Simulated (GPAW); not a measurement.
# ZrS (Fm-3m) in GPAW: notebook

The runs below take ZrS through relaxation of cell and atoms, with PBEsol.

Program: GPAW 26.7.0. These are calculated values, not measurements. Logs are shortened: lines on timing, memory, paths and dates and some standing lists are left out, and cuts for length are marked. The log counts tension as positive stress, the text compression.

## 1. Starting point

It takes space group Fm-3m (No. 225, cubic). The conventional cell has a = 5.250 Å, b = 5.250 Å, c = 5.250 Å, α = 90.00°, β = 90.00°, γ = 90.00°. Around Zr (site symmetry m-3m) lie 6 S at 2.62 Å. Around S (site symmetry m-3m) lie 6 Zr at 2.62 Å.

## 2. Relaxation of cell and atoms, PBEsol

run.py reads:

```python
from ase import Atoms
from ase.filters import FrechetCellFilter
from ase.io import write
from ase.optimize import BFGS
from gpaw import GPAW, PW, setup_paths

setup_paths.insert(0, '.')

atoms = Atoms(['Zr', 'S'],
              cell=[[0.0, 2.625, 2.625],
                    [2.625, 0.0, 2.625],
                    [2.625, 2.625, 0.0]],
              scaled_positions=[[0.0, 0.0, 0.0],
                                [0.5, 0.5, 0.5]],
              pbc=True)

calc = GPAW(mode=PW(600),
            xc='PBEsol',
            kpts={'size': (9, 9, 9), 'gamma': True},
            occupations={'name': 'fermi-dirac', 'width': 0.05},
            nbands=19,
            convergence={'density': 1e-05, 'forces': 0.0001},
            maxiter=150,
            txt='gpaw.txt')
atoms.calc = calc
opt = BFGS(FrechetCellFilter(atoms), trajectory='relax.traj', logfile='-')
done = opt.run(fmax=0.02, steps=60)
calc.write('gs.gpw')
write('result.traj', atoms)
print('Converged:', done)
print('Cell:', atoms.cell.cellpar().round(4))
print('Volume:', round(atoms.get_volume(), 4))
print(atoms.get_scaled_positions().round(5))
```

Potentials or basis: PAW data sets generated in the run's folder for this functional, pw.

Command:

```sh
gpaw-setup -f PBEsol S Zr
OMP_NUM_THREADS=1 python run.py
```

gpaw.txt:

```text
__  _  _
 | _ |_)|_||  |
 |__||  | ||/\| - 26.7.0

Input parameters:
  mode=PW(ecut=600.0),
  convergence={'density': 1e-05, 'forces': 0.0001},
  kpts=MonkhorstPack(size=(9, 9, 9), gamma=True),
  maxiter=150,
  nbands=19,
  occupations=Occupations(name='fermi-dirac', width=0.05),
  xc=XC(name='PBEsol')

Diagonalizing LCAO Hamiltonian
Converting LCAO to pw mode

               S

       Zr

Atoms  # Å, Bohr magnetons
|   | symbol |        x |        y |        z |    initial magnetic moments |
|---|--------|----------|----------|----------|-----------------------------|
| 0 |     Zr | 0.000000 | 0.000000 | 0.000000 | ( 0.0000,  0.0000,  0.0000) |
| 1 |      S | 2.625000 | 2.625000 | 2.625000 | ( 0.0000,  0.0000,  0.0000) |

Unit cell  # Å
| periodic |        x |        y |        z |  lengths |    angles |
|----------|----------|----------|----------|----------|-----------|
|      yes | 0.000000 | 2.625000 | 2.625000 | 3.712311 | 60.000000 |
|      yes | 2.625000 | 0.000000 | 2.625000 | 3.712311 | 60.000000 |
|      yes | 2.625000 | 2.625000 | 0.000000 | 3.712311 | 60.000000 |

Number of symmetries: 48
Symmetry operations  # r_c * U_cc + t_c -> r_c
|    | kind |            matrix            |
|----|------|------------------------------|
|  0 |  σ   |  1, 0, 0,  1, 0,-1,  1,-1, 0 |
|  1 |  C2  |  1, 0, 0,  1,-1, 0,  1, 0,-1 |
|  2 |  E   |  1, 0, 0,  0, 1, 0,  0, 0, 1 |
|  3 |  σ   |  1, 0, 0,  0, 0, 1,  0, 1, 0 |
|  4 |  C4  |  1, 0,-1,  1, 0, 0,  1,-1, 0 |
|  5 |  S6  |  1, 0,-1,  1,-1, 0,  1, 0, 0 |
|  6 |  σ   |  1, 0,-1,  0, 1,-1,  0, 0,-1 |
|  7 |  C3  |  1, 0,-1,  0, 0,-1,  0, 1,-1 |
|  8 |  S6  |  1,-1, 0,  1, 0, 0,  1, 0,-1 |
[... 173 lines left out ...]
SCF iterations
|iter     | |      energy | eigst |  dens |force |
|---------|-|-------------|-------|-------|------|
|iter:   1| |  -15.467590 | +0.34 |       |      |
|iter:   2| |  -15.453733 | -1.74 | -1.37 |      |
|iter:   3| |  -15.367094 | -1.96 | -1.42 |      |
|iter:   4| |  -15.369211 | -3.39 | -1.93 |      |
|iter:   5| |  -15.370293c| -4.09 | -2.24 |      |
|iter:   6| |  -15.370315c| -5.46 | -3.19 |      |
|iter:   7| |  -15.370316c| -7.07 | -4.11 |      |
|iter:   8| |  -15.370316c| -8.02c| -4.52 |      |
|iter:   9| |  -15.370316c| -9.32c| -5.94c|      |
|iter:  10| |  -15.370316c|-10.13c| -6.38c|-24.31c|

Converged in 10 steps
Energy contributions relative to reference atoms: (reference = -108678.050210)

Energy contributions:
  Kinetic:           4.734442
  Coulomb:          -5.169534
  Zero:              0.386256
  External:          0.000000
  Xc:              -15.315525
  Entropy:          -0.011911
  Spinorbit:         0.000000
  ----------------------------
  Free energy:     -15.376272
  Extrapolated:    -15.370316
[... 24 lines left out ...]
No gap
No difference between direct/indirect transitions

Stress tensor  # eV/Ang^3
|        x |         y |         z |
[... 42 lines left out ...]
|  8 |  S6  |  1,-1, 0,  1, 0, 0,  1, 0,-1 |
[... 225 lines left out ...]
No gap
No difference between direct/indirect transitions

Stress tensor  # eV/Ang^3
|         x |         y |        z |
|-----------|-----------|----------|
|  0.030885 | -0.000000 | 0.000000 |
| -0.000000 |  0.030885 | 0.000000 |
|  0.000000 |  0.000000 | 0.030885 |

Forces  # eV/Ang
|       x |        y |       z |
|---------|----------|---------|
| 0.00000 | -0.00000 | 0.00000 |  # Zr   0
| 0.00000 |  0.00000 | 0.00000 |  # S    1

Interpolating wave functions to new cell

               S

       Zr

Atoms  # Å, Bohr magnetons
|   | symbol |         x |        y |         z |    initial magnetic moments |
|---|--------|-----------|----------|-----------|-----------------------------|
| 0 |     Zr | -0.000000 | 0.000000 | -0.000000 | ( 0.0000,  0.0000,  0.0000) |
| 1 |      S |  2.577003 | 2.577003 |  2.577003 | ( 0.0000,  0.0000,  0.0000) |

Unit cell  # Å
| periodic |         x |         y |         z |  lengths |    angles |
|----------|-----------|-----------|-----------|----------|-----------|
|      yes | -0.000000 |  2.577003 |  2.577003 | 3.644433 | 60.000000 |
|      yes |  2.577003 | -0.000000 |  2.577003 | 3.644433 | 60.000000 |
|      yes |  2.577003 |  2.577003 | -0.000000 | 3.644433 | 60.000000 |

Number of symmetries: 48
Symmetry operations  # r_c * U_cc + t_c -> r_c
|    | kind |            matrix            |
|----|------|------------------------------|
|  0 |  σ   |  1, 0, 0,  1, 0,-1,  1,-1, 0 |
|  1 |  C2  |  1, 0, 0,  1,-1, 0,  1, 0,-1 |
|  2 |  E   |  1, 0, 0,  0, 1, 0,  0, 0, 1 |
|  3 |  σ   |  1, 0, 0,  0, 0, 1,  0, 1, 0 |
|  4 |  C4  |  1, 0,-1,  1, 0, 0,  1,-1, 0 |
|  5 |  S6  |  1, 0,-1,  1,-1, 0,  1, 0, 0 |
|  6 |  σ   |  1, 0,-1,  0, 1,-1,  0, 0,-1 |
|  7 |  C3  |  1, 0,-1,  0, 0,-1,  0, 1,-1 |
|  8 |  S6  |  1,-1, 0,  1, 0, 0,  1, 0,-1 |
[... 225 lines left out ...]
No gap
No difference between direct/indirect transitions

Stress tensor  # eV/Ang^3
|         x |         y |         z |
|-----------|-----------|-----------|
| -0.002337 |  0.000000 |  0.000000 |
|  0.000000 | -0.002337 |  0.000000 |
|  0.000000 |  0.000000 | -0.002337 |

Forces  # eV/Ang
|        x |        y |        z |
|----------|----------|----------|
| -0.00000 | -0.00000 | -0.00000 |  # Zr   0
|  0.00000 |  0.00000 |  0.00000 |  # S    1

Interpolating wave functions to new cell

               S

       Zr

Atoms  # Å, Bohr magnetons
|   | symbol |         x |         y |         z |    initial magnetic moments |
|---|--------|-----------|-----------|-----------|-----------------------------|
| 0 |     Zr | -0.000000 | -0.000000 | -0.000000 | ( 0.0000,  0.0000,  0.0000) |
| 1 |      S |  2.579243 |  2.579243 |  2.579243 | ( 0.0000,  0.0000,  0.0000) |

Unit cell  # Å
| periodic |        x |        y |         z |  lengths |    angles |
|----------|----------|----------|-----------|----------|-----------|
|      yes | 0.000000 | 2.579243 |  2.579243 | 3.647600 | 60.000000 |
|      yes | 2.579243 | 0.000000 |  2.579243 | 3.647600 | 60.000000 |
|      yes | 2.579243 | 2.579243 | -0.000000 | 3.647600 | 60.000000 |

Number of symmetries: 48
Symmetry operations  # r_c * U_cc + t_c -> r_c
|    | kind |            matrix            |
|----|------|------------------------------|
|  0 |  σ   |  1, 0, 0,  1, 0,-1,  1,-1, 0 |
|  1 |  C2  |  1, 0, 0,  1,-1, 0,  1, 0,-1 |
|  2 |  E   |  1, 0, 0,  0, 1, 0,  0, 0, 1 |
|  3 |  σ   |  1, 0, 0,  0, 0, 1,  0, 1, 0 |
|  4 |  C4  |  1, 0,-1,  1, 0, 0,  1,-1, 0 |
|  5 |  S6  |  1, 0,-1,  1,-1, 0,  1, 0, 0 |
|  6 |  σ   |  1, 0,-1,  0, 1,-1,  0, 0,-1 |
|  7 |  C3  |  1, 0,-1,  0, 0,-1,  0, 1,-1 |
|  8 |  S6  |  1,-1, 0,  1, 0, 0,  1, 0,-1 |
[... 223 lines left out ...]
No gap
No difference between direct/indirect transitions

Stress tensor  # eV/Ang^3
|         x |         y |         z |
|-----------|-----------|-----------|
|  0.000105 |  0.000000 | -0.000000 |
|  0.000000 |  0.000105 | -0.000000 |
| -0.000000 | -0.000000 |  0.000105 |

Forces  # eV/Ang
|        x |        y |        z |
|----------|----------|----------|
|  0.00000 | -0.00000 | -0.00000 |  # Zr   0
| -0.00000 |  0.00000 |  0.00000 |  # S    1

# Writing to gs.gpw (mode='')
```

stdout:

```text
Step          Energy          fmax
BFGS:    0      -15.376272        0.792088
BFGS:    1      -15.398555        0.549241
BFGS:    2      -15.417299        0.040001
BFGS:    3      -15.417479        0.001806
Converged: True
Cell: [ 3.6476  3.6476  3.6476 60.     60.     60.    ]
Volume: 34.3168
[[0.  0.  0. ]
 [0.5 0.5 0.5]]
```

It took 60 s on 1 thread of Arm Neoverse V2, shared host; peak memory 0.2 GiB.

Results:

```
Free energy                            : -15.4175 eV
Relaxed volume                         : 17.16 Å³/atom
Relaxed cell                           : a = 3.648 Å, b = 3.648 Å, c = 3.648 Å, α = 60.00°, β = 60.00°, γ = 60.00°
Space group after relaxing (to 0.05 Å) : Fm-3m (No. 225)
Energy gained by relaxing              : 20.9 meV/atom
Ionic steps                            : 4
Pressure after relaxing                : 0.0 GPa
Band gap on the k mesh                 : none (metal or under the smearing width)
```

The path:
```
step  energy change (eV)  largest force (eV/Å)  pressure (GPa)  volume (Å³)
   1              0.0000                0.0000           -7.02        36.18
   2             -0.0225                0.0000           -4.95        35.57
   3             -0.0416                0.0000            0.37        34.23
   4             -0.0417                0.0000           -0.02        34.32
```

Final structure:
```cif
data_structure
_symmetry_space_group_name_H-M 'P 1'
_symmetry_Int_Tables_number 1
_cell_length_a 3.6476
_cell_length_b 3.6476
_cell_length_c 3.6476
_cell_angle_alpha 60.000
_cell_angle_beta 60.000
_cell_angle_gamma 60.000
_cell_volume 34.32
loop_
_atom_site_label
_atom_site_type_symbol
_atom_site_fract_x
_atom_site_fract_y
_atom_site_fract_z
_atom_site_occupancy
Zr1 Zr 0.00000 0.00000 0.00000 1
S1 S 0.50000 0.50000 0.50000 1
```

Levels at points of the mesh, in eV from the Fermi level:
| k point | band 6 | band 7 | band 8 | band 9 | band 10 | band 11 | band 12 | band 13 |
| --- | --- | --- | --- | --- | --- | --- | --- | --- |
| (0.00, 0.00, 0.00) | -3.44 | -3.44 | -3.44 | -1.41 | -1.41 | -1.41 | -0.68 | -0.68 |

Caveat: later steps reuse the first step's grids.

## 3. Relaxation of cell and atoms, PBEsol, target pressure 2 GPa, at which the enthalpy is minimised

Changes to run.py since step 2:

```diff
@@ -4,2 +4,3 @@
 from ase.optimize import BFGS
+from ase.units import GPa
 from gpaw import GPAW, PW, setup_paths
@@ -25,3 +26,3 @@
 atoms.calc = calc
-opt = BFGS(FrechetCellFilter(atoms), trajectory='relax.traj', logfile='-')
+opt = BFGS(FrechetCellFilter(atoms, scalar_pressure=2 * GPa), trajectory='relax.traj', logfile='-')
 done = opt.run(fmax=0.02, steps=60)
```

Potentials or basis: PAW data sets generated in the run's folder for this functional, pw.

Command:

```sh
gpaw-setup -f PBEsol S Zr
OMP_NUM_THREADS=1 python run.py
```

Wall time 61 s (1 thread of Arm Neoverse V2, shared host); peak memory 0.2 GiB.

It converged, with:

| Quantity | Value |
| --- | --- |
| Free energy | -15.4144 eV |
| Relaxed volume | 16.94 Å³/atom |
| Relaxed cell | a = 3.632 Å, b = 3.632 Å, c = 3.632 Å, α = 60.00°, β = 60.00°, γ = 60.00° |
| Space group after relaxing (to 0.05 Å) | Fm-3m (No. 225) |
| Energy change on relaxing (the enthalpy is what falls) | -19.4 meV/atom |
| Ionic steps | 4 |
| Pressure after relaxing | 2.0 GPa |
| Band gap on the k mesh | none (metal or under the smearing width) |

Step by step:
```tsv
step	energy change (eV)	largest force (eV/Å)	pressure (GPa)	volume (Å³)
1	0.0000	0.0000	-7.02	36.18
2	-0.0273	0.0000	-4.33	35.40
3	-0.0368	0.0000	2.60	33.74
4	-0.0388	0.0000	1.97	33.88
```

Final structure:
```
Zr S
1.0
     0.00000    2.56816    2.56816
     2.56816    0.00000    2.56816
     2.56816    2.56816    0.00000
Zr S
1 1
Direct
  0.00000 0.00000 0.00000
  0.50000 0.50000 0.50000
```

Levels at points of the mesh, in eV from the Fermi level:
```
           k point  band 7  band 8  band 9  band 10  band 11  band 12
(0.00, 0.00, 0.00)   -3.44   -3.44   -1.44    -1.44    -1.44    -0.69
```

Caveat: later steps reuse the first step's grids.

## 4. Relaxation of cell and atoms, PBEsol, target pressure 5 GPa, at which the enthalpy is minimised

Changes to run.py since step 3:

```diff
@@ -26,3 +26,3 @@
 atoms.calc = calc
-opt = BFGS(FrechetCellFilter(atoms, scalar_pressure=2 * GPa), trajectory='relax.traj', logfile='-')
+opt = BFGS(FrechetCellFilter(atoms, scalar_pressure=5 * GPa), trajectory='relax.traj', logfile='-')
 done = opt.run(fmax=0.02, steps=60)
```

Command:

```sh
gpaw-setup -f PBEsol S Zr
OMP_NUM_THREADS=1 python run.py
```

Run time: 61 s. Hardware: 1 thread of Arm Neoverse V2, shared host; peak memory 0.2 GiB.

It converged, with:

```yaml
Free_energy: -15.4009 eV
Relaxed_volume: 16.64 Å³/atom
Relaxed_cell: a = 3.610 Å, b = 3.610 Å, c = 3.610 Å, α = 60.00°, β = 60.00°, γ = 60.00°
Space_group_after_relaxing_to_0.05_Å: Fm-3m (No. 225)
Energy_change_on_relaxing_the_enthalpy_is_what_falls: -12.7 meV/atom
Ionic_steps: 4
Pressure_after_relaxing: 4.9 GPa
Band_gap_on_the_k_mesh: none (metal or under the smearing width)
```

Step by step:
| step | energy change (eV) | largest force (eV/Å) | pressure (GPa) | volume (Å³) |
| --- | --- | --- | --- | --- |
| 1 | 0.0000 | 0.0000 | -7.02 | 36.18 |
| 2 | -0.0333 | 0.0000 | -3.37 | 35.14 |
| 3 | -0.0183 | 0.0000 | 6.01 | 33.06 |
| 4 | -0.0254 | 0.0000 | 4.94 | 33.27 |

Final structure:
```xyz
2
Lattice="0.0000 2.5527 2.5527 2.5527 0.0000 2.5527 2.5527 2.5527 0.0000" Properties=species:S:1:pos:R:3 pbc="T T T"
Zr    0.0000    0.0000    0.0000
S     2.5527    2.5527    2.5527
```

Levels at points of the mesh, in eV from the Fermi level:
```csv
k point,band 5,band 6,band 7,band 8,band 9,band 10,band 11,band 12,band 13,band 14
"(0.00, 0.00, 0.00)",-16.13,-3.44,-3.44,-3.44,-1.48,-1.48,-1.48,-0.71,-0.71,2.59
```

Caveat: later steps reuse the first step's grids.

## 5. Relaxation of cell and atoms, PBEsol, target pressure 10 GPa, at which the enthalpy is minimised

Changes to run.py since step 4:

```diff
@@ -26,3 +26,3 @@
 atoms.calc = calc
-opt = BFGS(FrechetCellFilter(atoms, scalar_pressure=5 * GPa), trajectory='relax.traj', logfile='-')
+opt = BFGS(FrechetCellFilter(atoms, scalar_pressure=10 * GPa), trajectory='relax.traj', logfile='-')
 done = opt.run(fmax=0.02, steps=60)
```

Command:

```sh
gpaw-setup -f PBEsol S Zr
OMP_NUM_THREADS=1 python run.py
```

Run time: 61 s. Hardware: 1 thread of Arm Neoverse V2, shared host; peak memory 0.2 GiB.

Results (log left out):

| Item | Value |
| --- | --- |
| Free energy | -15.3592 eV |
| Relaxed volume | 16.19 Å³/atom |
| Relaxed cell | a = 3.578 Å, b = 3.578 Å, c = 3.578 Å, α = 60.00°, β = 60.00°, γ = 60.00° |
| Space group after relaxing (to 0.05 Å) | Fm-3m (No. 225) |
| Energy change on relaxing (the enthalpy is what falls) | +8.1 meV/atom |
| Ionic steps | 4 |
| Pressure after relaxing | 9.9 GPa |
| Band gap on the k mesh | none (metal or under the smearing width) |

Step by step:
```csv
step,energy change (eV),largest force (eV/Å),pressure (GPa),volume (Å³)
1,0.0000,0.0000,-7.02,36.18
2,-0.0398,0.0000,-1.70,34.72
3,0.0385,0.0000,11.85,32.05
4,0.0161,0.0000,9.86,32.38
```

Final structure:
```cif
data_structure
_symmetry_space_group_name_H-M 'P 1'
_symmetry_Int_Tables_number 1
_cell_length_a 3.5776
_cell_length_b 3.5776
_cell_length_c 3.5776
_cell_angle_alpha 60.000
_cell_angle_beta 60.000
_cell_angle_gamma 60.000
_cell_volume 32.38
loop_
_atom_site_label
_atom_site_type_symbol
_atom_site_fract_x
_atom_site_fract_y
_atom_site_fract_z
_atom_site_occupancy
Zr1 Zr 0.00000 0.00000 0.00000 1
S1 S 0.50000 0.50000 0.50000 1
```

Levels at points of the mesh, in eV from the Fermi level:
```csv
k point,band 5,band 6,band 7,band 8,band 9,band 10,band 11,band 12,band 13,band 14
"(0.00, 0.00, 0.00)",-16.25,-3.43,-3.43,-3.43,-1.54,-1.54,-1.54,-0.74,-0.74,2.86
```

Caveat: later steps reuse the first step's grids.

## 6. Summary

```csv
cell,target pressure,gap on the mesh (eV),pressure (GPa)
relaxed,-,none,0.0
relaxed to 2 GPa,2 GPa,none,2.0
relaxed to 5 GPa,5 GPa,none,4.9
relaxed to 10 GPa,10 GPa,none,9.9
```

Alike in all rows: task relaxation of cell and atoms; level PBEsol; potentials or basis PAW data sets generated in the run's folder for this functional, pw; no spin polarisation; k mesh 9 × 9 × 9; cutoff (eV) 600; smearing fermi-dirac 0.05 eV.

Caveats: later steps reuse the first step's grids.

Total energies depend on the potentials used, so only differences within one code and one set of settings carry meaning.
